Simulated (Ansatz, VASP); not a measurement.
## Two plane-wave programs on S

Contents of INCAR:

```
SYSTEM = S
PREC = Accurate ; ENCUT = 520
EDIFF = 1E-7 ; ISMEAR = -1
SIGMA = 0.05 ; LREAL = .FALSE.
LASPH = .TRUE. ; NELM = 60
ALGO = Normal ; ISIF = 2
LWAVE = .FALSE. ; LCHARG = .FALSE.
GGA = PE ; NBANDS = 20
```

The input KPOINTS:

```
Automatic mesh
0
G
  5 5 9
  0 0 0
```

Contents of POSCAR:

```
S
1.0
    5.5621426172      0.0000000000      0.0000000000
    0.0000000000      5.5621426172      0.0000000000
    0.0000000000      0.0000000000      2.8894024482
S
4
Direct
    0.6166086200      0.3833913800      0.0000000000
    0.3833913800      0.6166086200      0.0000000000
    0.1166086200      0.1166086200      0.5000000000
    0.8833913800      0.8833913800      0.5000000000
```

Contents of input.yaml:

```yaml
crystal:
  lattice:
    - [5.5621426172, 0.0, 0.0]
    - [0.0, 5.5621426172, 0.0]
    - [0.0, 0.0, 2.8894024482]
  atoms:
    - { symbol: S, position: [0.61660862, 0.38339138, 0.0] }
    - { symbol: S, position: [0.38339138, 0.61660862, 0.0] }
    - { symbol: S, position: [0.11660862, 0.11660862, 0.5] }
    - { symbol: S, position: [0.88339138, 0.88339138, 0.5] }
hamiltonian:
  xc: pbe
  pseudopotentials: { kind: paw }
kpoints:
  mp_grid: { grid: [5, 5, 9] }
scf:
  occupations: { method: fermi_dirac, width: 0.05 }
output:
  forces: true
  stress: true
  eigenvalues: true
```

Change from the starting cell: volume scaled by 0.94.

Alike in both runs: task single point; functional PBE; k mesh 5 × 5 × 9; occupations fermi-dirac, width 0.05 eV; no spin polarisation.

```csv
,VASP,Ansatz
version,VASP 6.6.1,Ansatz 0.2.0
potentials or method,"VASP PAW PBE potentials, release 64 (S)",Ansatz PAW
plane-wave cutoff (eV),520,420
valence electrons in the cell,24,24
```

|  | VASP | Ansatz | Ansatz less VASP |
| --- | --- | --- | --- |
| gap on the k mesh at the Fermi level (eV) | none | none | - |
| pressure (GPa) | 6.2 | 7.0 | +0.79 |
| largest component of the traceless stress (GPa) | 3.10 | 3.80 | +0.700 |
| rms of the force components (eV/Å) | 1.066 | 1.258 | +0.1916 |

Atom by atom the forces differ by 0.192 eV/Å (rms over components). A gap of «none» marks a metal or a gap that the smearing closes.

Caveats: forces of over 1 eV/Å show positions far from the minimum, so gaps and moduli don't describe the material at rest.
